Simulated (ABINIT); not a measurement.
# Zr (P6_3/mmc) in ABINIT: a series of runs

One crystal, Zr, is run at these levels: PBE, r2SCAN; tasks: single point.

Program: ABINIT 10.8.3 (patched build). These are calculated values, not measurements. Logs are shortened: lines on timing, memory, paths and dates and some standing lists are left out, and cuts for length are marked. The log counts tension as positive stress, the text compression.

## 1. Starting point

Symmetry: P6_3/mmc, No. 194, hexagonal system. The conventional cell has a = 3.232 Å, b = 3.232 Å, c = 5.147 Å, α = 90.00°, β = 90.00°, γ = 120.00°. Around Zr (site symmetry -6m2) lie 12 Zr at 3.18 to 3.23 Å.

## 2. Single point, PBE

run.abi

```
# Pseudopotentials
pp_dirpath "./"
pseudos "Zr.GGA_PBE-JTH.xml"

# Structure
acell 3*1.0 Angstrom
rprim
     3.2320000000     0.0000000000     0.0000000000
    -1.6160000000     2.7989941050     0.0000000000
     0.0000000000     0.0000000000     5.1470000000
ntypat 1
znucl 40
natom 2
typat 1 1
xred
     0.6666666667     0.3333333333     0.7500000000
     0.3333333333     0.6666666667     0.2500000000

# Plane-wave basis
ecut 17.0
pawecutdg 34.0

# k points
kptopt 1
ngkpt 7 7 4
nshiftk 1
shiftk 0.0 0.0 0.0

# Exchange and correlation
ixc 11

# Bands and occupations
nband 16
occopt 3
tsmear 0.05 eV

# SCF cycle
nstep 100
tolvrs 1.0e-9

# Output
iomode 3
prtwf 0
prtden 0
prteig 0
prtebands 0
enunit 1
prtvol 2
```

Potentials or basis: JTH PAW PBE v2.0.

The run is started by

```
> abinit run.abi > log 2>&1
```

run.abo:

```text
.Version 10.8.3 of ABINIT
 Symmetries : space group P6_3/m m c (#194); Bravais hP (primitive hexag.)
================================================================================
 Values of the parameters that define the memory need of the present run
     intxc =       0    ionmov =       0      iscf =      17    lmnmax =      18
     lnmax =       6     mgfft =      40  mpssoang =       3    mqgrid =    3001
     natom =       2  nloc_mem =       2    nspden =       1   nspinor =       1
    nsppol =       1      nsym =      24    n1xccc =       1    ntypat =       1
    occopt =       3   xclevel =       2
       mpw =        1070          nfft =       23040          nkpt =          24
 PAW method is used; the additional fine FFT grid is defined by:
   mgfftf=        54    nfftf =     69984
================================================================================
================================================================================

--------------------------------------------------------------------------------
------------- Echo of variables that govern the present computation ------------
--------------------------------------------------------------------------------
 -outvars: echo values of preprocessed input variables --------
            acell      1.8897261259E+00  1.8897261259E+00  1.8897261259E+00 Bohr
              amu      9.12240000E+01
             ecut      1.70000000E+01 Hartree
           enunit           1
              ixc          11
         kptrlatt        7    0    0      0    7    0      0    0    4
          kptrlen      3.89056815E+01
            natom           2
            nband          16
            ngfft          24      24      40
          ngfftdg          36      36      54
             nkpt          24
            nstep         100
             nsym          24
           ntypat           1
           occopt           3
        pawecutdg      3.40000000E+01 Hartree
         pawxcdev           0
           prtden           0
        prtebands           0
           prteig           0
           prtvol           2
            prtwf           0
            rprim      3.2320000000E+00  0.0000000000E+00  0.0000000000E+00
                      -1.6160000000E+00  2.7989941050E+00  0.0000000000E+00
                       0.0000000000E+00  0.0000000000E+00  5.1470000000E+00
          spgroup         194
           tolvrs      1.00000000E-09
           tsmear      1.83746611E-03 Hartree
            typat      1  1
           useylm           1
           xangst      1.6160000000E+00  9.3299803500E-01  3.8602500000E+00
                       5.1375683450E-17  1.8659960700E+00  1.2867500000E+00
            xcart      3.0537974195E+00  1.7631107622E+00  7.2948152775E+00
                       9.7085971252E-17  3.5262215243E+00  2.4316050925E+00
             xred      6.6666666667E-01  3.3333333333E-01  7.5000000000E-01
                       3.3333333333E-01  6.6666666667E-01  2.5000000000E-01
            znucl       40.00000

================================================================================

 chkinp: Checking input parameters for consistency.

================================================================================
== DATASET  1 ==================================================================

--- !DatasetInfo
iteration_state: {dtset: 1, }
dimensions: {natom: 2, nkpt: 24, mband: 16, nsppol: 1, nspinor: 1, nspden: 1, mpw: 1070, }
cutoff_energies: {ecut:  17.0, pawecutdg:  34.0, }
electrons: {nelect:   2.40000000E+01, charge:   0.00000000E+00, occopt:   3.00000000E+00, tsmear:   1.83746611E-03, }
meta: {optdriver: 0, ionmov: 0, optcell: 0, iscf: 17, paral_kgb: 0, }
...

 Exchange-correlation functional for the present dataset will be:
  GGA: Perdew-Burke-Ernzerhof functional - ixc=11
  J.P.Perdew, K.Burke, M.Ernzerhof, PRL 77, 3865 (1996)

 Real(R)+Recip(G) space primitive vectors, cartesian coordinates (Bohr,Bohr^-1):
 R(1)=  6.1075948  0.0000000  0.0000000  G(1)=  0.1637306  0.0945299  0.0000000
 R(2)= -3.0537974  5.2893323  0.0000000  G(2)=  0.0000000  0.1890598  0.0000000
 R(3)=  0.0000000  0.0000000  9.7264204  G(3)=  0.0000000  0.0000000  0.1028127
 Unit cell volume ucvol=  3.1421297E+02 bohr^3
 Angles (23,13,12)=  9.00000000E+01  9.00000000E+01  1.20000000E+02 degrees

 Coarse grid specifications (used for wave-functions):

[... 158 lines left out ...]
 reduced coordinates (array xred) for    2 atoms
       0.666666666667      0.333333333333      0.750000000000
       0.333333333333      0.666666666667      0.250000000000
 rms dE/dt=  2.5187E-28; max dE/dt=  2.6926E-28; dE/dt below (all hartree)
    1       0.000000000000      0.000000000000      0.000000000000
    2      -0.000000000000     -0.000000000000      0.000000000000

 cartesian coordinates (angstrom) at end:
    1      1.61600000000000     0.93299803500000     3.86025000000000
    2      0.00000000000000     1.86599607000000     1.28675000000000

 cartesian forces (hartree/bohr) at end:
    1     -0.00000000000000    -0.00000000000000    -0.00000000000000
    2      0.00000000000000     0.00000000000000    -0.00000000000000
 frms,max,avg= 4.8182784E-29 8.2724024E-29   0.000E+00  0.000E+00  0.000E+00 h/b

 cartesian forces (eV/Angstrom) at end:
    1     -0.00000000000000    -0.00000000000000    -0.00000000000000
    2      0.00000000000000     0.00000000000000    -0.00000000000000
 frms,max,avg= 2.4776584E-27 4.2538403E-27   0.000E+00  0.000E+00  0.000E+00 e/A
 length scales=  1.889726125908  1.889726125908  1.889726125908 bohr
              =  1.000000000000  1.000000000000  1.000000000000 angstroms
 Fermi (or HOMO) energy (eV) =  11.21795   Average Vxc (eV)= -11.14028
 Eigenvalues (   eV  ) for nkpt=  24  k points:
 kpt#   1, nband= 16, wtk=  0.00510, kpt=  0.0000  0.0000  0.0000 (reduced coord)
 -37.69323  -37.53865  -16.21681  -15.34809  -15.34809  -15.21070  -15.20664  -15.20664
   5.49752    8.12234   12.01393   12.01393   12.16609   12.31793   12.70788   12.70799
 kpt#   2, nband= 16, wtk=  0.03061, kpt=  0.1429  0.0000  0.0000 (reduced coord)
 -37.67088  -37.52971  -16.15592  -15.47928  -15.39045  -15.34118  -15.23775  -15.22444
   6.05113    8.60525   11.14982   11.34838   12.24995   12.53766   12.85700   12.85882
 kpt#   3, nband= 16, wtk=  0.03061, kpt=  0.2857  0.0000  0.0000 (reduced coord)
 -37.61720  -37.51264  -15.99769  -15.77333  -15.62505  -15.47932  -15.31935  -15.26930
   7.38057    9.13709    9.94098   10.59610   11.86496   12.16957   12.31456   14.03154
 kpt#   4, nband= 16, wtk=  0.03061, kpt=  0.4286  0.0000  0.0000 (reduced coord)
 -37.56642  -37.50622  -16.00644  -15.83794  -15.82133  -15.54652  -15.43367  -15.30789
   8.42942    8.75556    9.11810   10.83003   11.74405   11.97974   12.49343   15.72842
 kpt#   5, nband= 16, wtk=  0.03061, kpt=  0.1429  0.1429  0.0000 (reduced coord)
 -37.63276  -37.51678  -16.04578  -15.64151  -15.60439  -15.41859  -15.29260  -15.28953
   7.02631    9.31162   10.34130   10.38203   11.87194   11.94246   12.80137   13.30909
 kpt#   6, nband= 16, wtk=  0.06122, kpt=  0.2857  0.1429  0.0000 (reduced coord)
 -37.57912  -37.50631  -15.88781  -15.86998  -15.77501  -15.55428  -15.39877  -15.36845
[... 40 lines left out ...]
 kpt#  20, nband= 16, wtk=  0.03061, kpt=  0.4286  0.0000  0.5000 (reduced coord)
 -37.53633  -37.53633  -16.08475  -16.08475  -15.45684  -15.45684  -15.42871  -15.42871
   8.31875    8.31875   10.14282   10.14282   12.56408   12.56408   13.35238   13.35238
 kpt#  21, nband= 16, wtk=  0.03061, kpt=  0.1429  0.1429  0.5000 (reduced coord)
 -37.57510  -37.57510  -15.84466  -15.84466  -15.44768  -15.44768  -15.35856  -15.35856
   8.31654    8.31654   10.44106   10.44106   11.39908   11.39908   12.88867   12.88867
 kpt#  22, nband= 16, wtk=  0.06122, kpt=  0.2857  0.1429  0.5000 (reduced coord)
 -37.54278  -37.54278  -15.99737  -15.99737  -15.53731  -15.53731  -15.38776  -15.38776
   8.67871    8.67871   10.41774   10.41774   11.42600   11.42600   13.10989   13.10989
 kpt#  23, nband= 16, wtk=  0.03061, kpt=  0.4286  0.1429  0.5000 (reduced coord)
 -37.52831  -37.52831  -16.07344  -16.07344  -15.57953  -15.57953  -15.38797  -15.38797
   8.65445    8.65445   10.31826   10.31826   11.67543   11.67543   13.53898   13.53898
 kpt#  24, nband= 16, wtk=  0.03061, kpt=  0.2857  0.2857  0.5000 (reduced coord)
 -37.52476  -37.52476  -16.00341  -16.00341  -15.70014  -15.70014  -15.37257  -15.37257
   9.28181    9.28181   10.30885   10.30885   11.08309   11.08309   13.10171   13.10171
 Total charge density [el/Bohr^3]
)     Maximum=    7.3329E-01  at reduced coord.    0.6944    0.3611    0.7593
)Next maximum=    7.3329E-01  at reduced coord.    0.6667    0.3611    0.7593
)     Minimum=    1.9288E-02  at reduced coord.    0.0000    0.0000    0.2407
)Next minimum=    1.9288E-02  at reduced coord.    0.0000    0.0000    0.2593
   Integrated=    2.4000E+01

--- !EnergyTerms
iteration_state     : {dtset: 1, }
comment             : Components of total free energy in Hartree
kinetic             :  2.42676582267672E+01
hartree             :  1.51159276375852E+01
xc                  : -1.35224930863187E+01
Ewald energy        : -7.70686902461844E+01
psp_core            :  2.38300744737275E+00
local_psp           : -6.82608024794770E+01
PAW spherical_terms :  2.20656008003384E+01
internal            : -9.50197916999164E+01
'-kT*entropy'       : -7.82593059259164E-04
total_energy        : -9.50205742929757E+01
total_energy_eV     : -2.58564154840109E+03
...

--- !EnergyTermsDC
iteration_state     : {dtset: 1, }
comment             : '"Double-counting" decomposition of free energy'
band_energy         : -9.64533113807904E+00
Ewald energy        : -7.70686902461844E+01
psp_core            :  2.38300744737275E+00
xc_dc               : -1.33171205516040E+01
PAW spherical_terms :  2.62833900197965E+00
internal            : -9.50197954865150E+01
'-kT*entropy'       : -7.82593059259164E-04
total_energy_dc     : -9.50205780795743E+01
total_energy_dc_eV  : -2.58564165143969E+03
...

--- !EnergyTermsWithPAWCore
iteration_state     : {dtset: 1, }
comment             : 'Components of total free energy, including PAW core contributions'
Total energy        : -7.19759780054862E+03
Total energy DC     : -7.19759780433522E+03
Total energy (eV)   : -1.95856613793952E+05
Total energy DC (eV): -1.95856613896991E+05
...

 Cartesian components of stress tensor (hartree/bohr^3)
  sigma(1 1)= -1.72241576E-05  sigma(3 2)=  0.00000000E+00
  sigma(2 2)= -1.72241574E-05  sigma(3 1)=  0.00000000E+00
  sigma(3 3)= -1.47685678E-05  sigma(2 1)=  0.00000000E+00

-Cartesian components of stress tensor (GPa)         [Pressure=  4.8267E-01 GPa]
- sigma(1 1)= -5.06752212E-01  sigma(3 2)=  0.00000000E+00
- sigma(2 2)= -5.06752207E-01  sigma(3 1)=  0.00000000E+00
- sigma(3 3)= -4.34506267E-01  sigma(2 1)=  0.00000000E+00

== END DATASET(S) ==============================================================
================================================================================

 -outvars: echo values of variables after computation  --------
            acell      1.8897261259E+00  1.8897261259E+00  1.8897261259E+00 Bohr
           etotal     -9.5020578080E+01
            fcart     -1.1021708603E-29 -8.2724023575E-29 -0.0000000000E+00
                       1.1021708603E-29  8.2724023575E-29 -0.0000000000E+00
            rprim      3.2320000000E+00  0.0000000000E+00  0.0000000000E+00
                      -1.6160000000E+00  2.7989941050E+00  0.0000000000E+00
                       0.0000000000E+00  0.0000000000E+00  5.1470000000E+00
           strten     -1.7224157602E-05 -1.7224157433E-05 -1.4768567849E-05
                       0.0000000000E+00  0.0000000000E+00  0.0000000000E+00
           xangst      1.6160000000E+00  9.3299803500E-01  3.8602500000E+00
                       5.1375683450E-17  1.8659960700E+00  1.2867500000E+00
             xred      6.6666666667E-01  3.3333333333E-01  7.5000000000E-01
                       3.3333333333E-01  6.6666666667E-01  2.5000000000E-01
 Calculation completed.
```

Wall time 21 s (1 thread of Arm Neoverse N1, shared host); peak memory 0.11 GiB.

Results:

- Free energy: -2585.6417 eV
- Pressure: 0.5 GPa
- Band gap on the k mesh: none (metal or under the smearing width)
- Valence electrons inside the program's atomic spheres: Zr 9.01 (radii [1.1749] Å)

## 3. Single point, r2SCAN

run.abi

```
# Pseudopotentials
pp_dirpath "./"
pseudos "Zr.GGA_PBE-JTH.xml"

# Structure
acell 6.1075948348 6.1075948347 9.7264203634
rprim
     1.0000000000     0.0000000000     0.0000000000
    -0.5000000000     0.8660254038     0.0000000000
     0.0000000000     0.0000000000     1.0000000000
ntypat 1
znucl 40
natom 2
typat 1 1
xred
     0.6666666667     0.3333333333     0.7500000000
     0.3333333333     0.6666666667     0.2500000000

# Plane-wave basis
ecut 20.0
pawecutdg 40.0

# k points
kptopt 1
ngkpt 12 12 6
nshiftk 1
shiftk 0.0 0.0 0.0

# Exchange and correlation
ixc -497498
usekden 1
pawxcdev 0

# Bands and occupations
nband 16
occopt 3
tsmear 0.00183747

# SCF cycle
nstep 100
tolvrs 1.0e-7

# Output
iomode 3
prtwf 0
prtden 0
prteig 0
prtebands 0
enunit 1
```

Potentials or basis: JTH PAW PBE v2.0.

The run is started by

```
> abinit run.abi > log 2>&1
```

Run time: 3.5 min. Hardware: 1 thread of Arm Neoverse N1, shared host; peak memory 0.17 GiB.

The run converged. Its results:

```
Free energy                                           : -1860.0461 eV
Pressure                                              : 0.8 GPa
Band gap on the k mesh                                : none (metal or under the smearing width)
Valence electrons inside the program's atomic spheres : Zr 9.01 (radii [1.1749] Å)
```

Stress tensor (GPa, compression positive):
```
0.89 0.00 0.00
0.00 0.89 0.00
0.00 0.00 0.57
```

Levels at points of the mesh, in eV from the Fermi level:
```csv
k point,band 10,band 11,band 12,band 13,band 14,band 15
"(0.00, 0.00, 0.00)",-3.21,0.97,0.97,1.03,1.13,1.71
"(0.50, 0.00, 0.00)",-2.66,-2.27,-0.37,0.67,0.84,1.58
"(0.00, 0.00, 0.50)",-4.21,0.01,0.01,0.88,0.88,0.88
"(0.50, 0.00, 0.50)",-3.01,-1.10,-1.10,1.58,1.58,2.41
```

Caveat: totals of a meta-GGA on PAW files have another zero than those of a GGA; the PAW data sets were made with another functional, which shifts forces and pressure a little.
